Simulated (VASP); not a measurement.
# InP in VASP: how settings move the r2SCAN single point

The r2SCAN single point of InP (zincblende) is repeated with altered inputs. Which of them can be trusted?

The runs shown are made with VASP 6.6.1. PAW datasets, plane waves. The values are computed, spin-unpolarised (in the reference), and not measurements.

### Step 1. The cell

The cell comes from an earlier relaxation with r2SCAN in another program. Some of the altered inputs switch spin polarisation on.

Space group F-43m (No. 216), cubic; a = 5.908 Å in the conventional setting, 25.77 Å³ an atom. Around In lie 4 P at 2.56 Å; around P lie 4 In at 2.56 Å.

Structure file:

```xyz
2
Lattice="0.0000 2.9538 2.9538 2.9538 0.0000 2.9538 2.9538 2.9538 0.0000" Properties=species:S:1:pos:R:3 pbc="T T T"
In    0.0000    0.0000    0.0000
P     1.4769    1.4769    1.4769
```

### Step 2. Baseline

Input file INCAR:

```
ENCUT = 520.000000
SIGMA = 0.010000
EDIFF = 1.00e-07
ALGO = Normal
METAGGA = R2SCAN
PREC = Accurate
IBRION = -1
ISIF = 2
ISMEAR = 0
NBANDS = 16
NELM = 120
NSW = 0
LASPH = .TRUE.
LCHARG = .FALSE.
LWAVE = .FALSE.
LREAL = .FALSE.
```

Input file KPOINTS:

```
KPOINTS created by Atomic Simulation Environment
0
Gamma
8 8 8
0 0 0
```

Input file POSCAR:

```
In P
 1.0000000000000000
    -0.0000000000000000    2.9537876469139692    2.9537876469139692
     2.9537876469139692    0.0000000000000000    2.9537876469139692
     2.9537876469139692    2.9537876469139692    0.0000000000000000
 In  P
   1   1
Cartesian
  0.0000000000000000  0.0000000000000000  0.0000000000000000
  1.4768938234569844  1.4768938234569844  1.4768938234569844
```

A file KPOINTS_OPT adds named points for the levels; it doesn't enter the self-consistent loop.

Potentials: the recommended PBE PAW datasets, 18 valence electrons.

Started as:

```bash
mpirun -np 1 vasp_std
```

### Step 3. Altered input 1

Changes to INCAR since step 2:

```diff
@@ -1,2 +1 @@
-ENCUT = 520.000000
 SIGMA = 0.010000
@@ -10,3 +9,2 @@
 NBANDS = 16
-NELM = 120
 NSW = 0
@@ -16 +14,3 @@
 LREAL = .FALSE.
+ENCUT = 600
+NELM = 92
```

KPOINTS is that of step 2.

POSCAR is that of step 2.

### Step 4. Altered input 2

Changes to INCAR since step 2:

```diff
@@ -10,3 +10,2 @@
 NBANDS = 16
-NELM = 120
 NSW = 0
@@ -16 +15,5 @@
 LREAL = .FALSE.
+ISPIN = 2
+MAGMOM = -0.5 -0.5
+ISYM = 0
+NELM = 53
```

Input file KPOINTS:

```
KPOINTS created by Atomic Simulation Environment
0
Gamma
4 4 4
0 0 0
```

POSCAR is that of step 2.

### Step 5. Altered input 3

Input file INCAR:

```
ENCUT = 520.000000
EDIFF = 1.00e-07
ALGO = Normal
PREC = Accurate
IBRION = -1
ISIF = 2
NBANDS = 16
NSW = 0
LASPH = .TRUE.
LCHARG = .FALSE.
LWAVE = .FALSE.
LREAL = .FALSE.
NELECT = 17.9
ISMEAR = 2
SIGMA = 0.05
METAGGA = RTPSS
NELM = 80
```

KPOINTS is that of step 2.

POSCAR is that of step 2.

### Step 6. Altered input 4

Changes to INCAR since step 2:

```diff
@@ -10,3 +10,2 @@
 NBANDS = 16
-NELM = 120
 NSW = 0
@@ -16 +15,6 @@
 LREAL = .FALSE.
+NELM = 65
+LDAU = .TRUE.
+LDAUTYPE = 2
+LDAUL = 2 2 2
+LDAUU = 4 4 4
```

KPOINTS is that of step 2.

POSCAR is that of step 2.

What does the calculation give? Wanted: for each run, changed; ending; energy change; pressure; electronic steps; usable.

As calculated:

| run | changed | ending | energy change (meV/atom) | pressure (GPa) | gap on the mesh (eV; negative: overlap) | electronic steps | time | usable |
| --- | --- | --- | --- | --- | --- | --- | --- | --- |
| ref. | – | converged | 0 | -0.1 | 1.03 | 14 | 66 s | yes |
| 1 | ENCUT = 600, NELM = 92 | converged | -0.5 | -0.1 | 1.03 | 16 | 1.7 min | yes |
| 2 | ISPIN = 2, MAGMOM = -0.5 -0.5, ISYM = 0, NELM = 53, mesh 4×4×4 | converged | 49.0 | 0.0 | – | 16 | 2.8 min | no |
| 3 | NELECT = 17.9, ISMEAR = 2, SIGMA = 0.05, METAGGA = RTPSS, NELM = 80 | converged | – | -2.9 | – | 17 | 86 s | no |
| 4 | LDAU = .TRUE., LDAUTYPE = 2, LDAUL = 2 2 2, LDAUU = 4 4 4 | converged | – | -1.4 | 1.20 | 16 | 72 s | no |

Of 4 altered inputs, 3 ended normally on a faulty or unsound input, 1 gave usable results. «ENCUT = 600, NELM = 92» moves the energy by -0.5 meV/atom.
